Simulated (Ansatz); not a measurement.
Write a Python script for Ansatz's Python interface that makes band-curvature effective masses by finite differences of CaF₂, space group Fm-3m. Settings (first run): r2SCAN, PAW, cutoff 600 eV, 8×8×8 k-points, fixed occupations.

Contents of `caf2.xyz`:
```text
3
Lattice="0.0 2.731 2.731 2.731 0.0 2.731 2.731 2.731 0.0" Properties=species:S:1:pos:R:3 pbc="T T T"
Ca    0.00000000    0.00000000    0.00000000
F     1.36550000    1.36550000    1.36550000
F     4.09650000    4.09650000    4.09650000
```

The script, `caf2.py`:
```python
"""Band curvature masses of CaF2."""

import logging
import sys
import warnings

import ansatz as az
import numpy as np

logging.basicConfig(stream=sys.stdout, format="%(levelname)s %(message)s")
log = logging.getLogger("caf2")
log.setLevel(logging.INFO)

config = {
    "kgrid": (8, 8, 8),
    "xc": "r2SCAN",
    "cutoff_ev": 600,
    "occupations": "fixed",
}

warnings.simplefilter("ignore", az.DeckWarning)

structure = az.Crystal.from_extxyz("caf2.xyz")

calc = (
    structure.calculation()
    .kpoints(*config["kgrid"])
    .functional(config["xc"])
    .basis(config["cutoff_ev"])
    .occupations(config["occupations"])
)
# step 1: where the edges lie on the mesh
done = calc.band_table().run(threads=1, pin="off")
summary = done.report
levels = np.array(summary["eigenvalues_ev"])
filled = round(summary["n_electrons"] / 2)
edges = {"top filled band": (filled - 1, levels[:, filled - 1].argmax()), "lowest empty band": (filled, levels[:, filled].argmin())}
gap = levels[:, filled].min() - levels[:, filled - 1].max()
log.info(f"gap on the mesh {gap:.3f} eV")
if gap <= 0.05:
    log.info("no gap: band-edge masses have no meaning here")
    edges = {}
reciprocal = 2 * np.pi * np.linalg.inv(done.lattice.cell_ang).T
step = 0.01  # 1/A

# m/m_e = (hbar^2/m_e) / (d2E/dk2), with hbar^2/m_e = 7.61996 eV A^2
pairs = [(0, 1), (0, 2), (1, 2)]
moves = [sign * axis for axis in np.eye(3) for sign in (-1, 1)]
moves += [s1 * np.eye(3)[i] + s2 * np.eye(3)[j] for i, j in pairs for s1 in (1, -1) for s2 in (1, -1)]
for name, (band, index) in edges.items():
    together = int(np.sum(np.abs(levels[index] - levels[index, band]) < 2e-3))
    print(name, "at k =", np.round(summary["kpoints_frac"][index], 4), f"E = {levels[index, band]:.4f} eV, degeneracy {together}")
    centre = np.array(summary["kpoints_frac"][index]) @ reciprocal
    points = [centre] + [centre + step * move for move in moves]
    table = calc.band_structure(points, intervals=1, cartesian=True).run(threads=1, pin="off").band_structure().channels[0].eigenvalues_ev
    if together > 1:
        level = np.flatnonzero(np.abs(levels[index] - levels[index, band]) < 2e-3)
        along = (table[1, level] + table[2, level] - 2 * table[0, level]) / step ** 2
        print("  degenerate level, no single mass tensor; masses of its branches along x:", np.round(7.61996 / along, 3), "m_e")
        continue
    e = table[:, band]
    hessian = np.diag((e[1:7:2] + e[2:7:2] - 2 * e[0]) / step ** 2)
    for (i, j), (pp, pm, mp, mm) in zip(pairs, e[7:].reshape(3, 4)):
        hessian[i, j] = hessian[j, i] = (pp - pm - mp + mm) / (4 * step ** 2)
    curvatures, axes = np.linalg.eigh(hessian)
    slope = (e[2:7:2] - e[1:7:2]) / (2 * step)
    print("  slope (eV A):", np.round(slope, 3) + 0.0, "" if np.abs(slope).max() < 0.05 else "- no extremum here, so these are local curvatures and no band-edge masses")
    for curvature, axis in zip(curvatures, axes.T):
        print(f"  principal mass {7.61996 / curvature:8.3f} m_e along", np.round(axis, 2) + 0.0)
```

```console
$ python caf2.py
INFO gap on the mesh 7.956 eV
top filled band at k = [ 0.  -0.5 -0.5] E = 2.7454 eV, degeneracy 1
  slope (eV A): [0. 0. 0.]
  principal mass   -0.817 m_e along [1. 0. 0.]
  principal mass   -7.267 m_e along [0.   0.19 0.98]
  principal mass   -7.267 m_e along [ 0.   -0.98  0.19]
lowest empty band at k = [0. 0. 0.] E = 10.7016 eV, degeneracy 1
  slope (eV A): [0. 0. 0.]
  principal mass    0.559 m_e along [ 0.58 -0.31  0.75]
  principal mass    0.559 m_e along [-0.49 -0.87  0.02]
  principal mass    0.559 m_e along [ 0.65 -0.38 -0.66]
```

What to keep in mind:
- Semilocal gaps usually lie well under measured ones.
- The starting cell is as deposited in a crystallographic database; the results hold for this polymorph, which needn't be the stable one.
- Gaps and levels are Kohn-Sham values on a finite set of k-points.
- The masses are finite-difference curvatures at extrema found on a coarse mesh, which needn't be the true band edges; a step that is long against the gap makes them too heavy. At a valence maximum the curvature is negative (the hole mass is its size); mixed signs mark a saddle. Spin-orbit coupling is left out, and light masses scale with the Kohn-Sham gap.
- It ran for 10 s on 1 thread of Arm Neoverse V2 (shared host), peak memory 0.47 GiB.
